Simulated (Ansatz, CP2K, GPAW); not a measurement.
## One calculation of Mg, 3 ways

```
Mg
1.0
     3.05030    0.00000    0.00000
    -1.52515    2.64164    0.00000
     0.00000    0.00000    3.04484
Mg
1
Cartesian
  0.0000 0.0000 0.0000
```

This isn't the form of Mg at room conditions, which is hcp.

Alike in all runs: task single point; functional LDA; k mesh 10 × 10 × 9; occupations gaussian, width 0.05 eV; no spin polarisation; no spin-orbit coupling. LDA stands for any of its common fits. Pressure is positive in compression and, in plane waves, holds the error of the finite cutoff.

```tsv
program and potentials	plane-wave cutoff (eV)	notes	pressure (GPa)
Ansatz, all-electron LAPW, scalar-relativistic	-	-	-0.60
CP2K, GTH_POTENTIALS Mg GTH-PADE-q10; TZVP-MOLOPT-PBE-GTH basis	-	atomic basis	0.58
GPAW, the program's PAW data sets (release 1.2.1) made for this functional	800	-	-0.63
```

The pressure spans -0.63 (GPAW, the program's PAW data sets (release 1.2.1) made for this functional) to 0.58 GPa (CP2K, GTH_POTENTIALS Mg GTH-PADE-q10; TZVP-MOLOPT-PBE-GTH basis), with all-electron results at -0.60. Rows in atomic bases carry the error of their basis and grid, which can be large.

The functional is the same throughout but for its coding, so the spread measures potentials, basis and numerics; runs on potential files found faulty are left out.
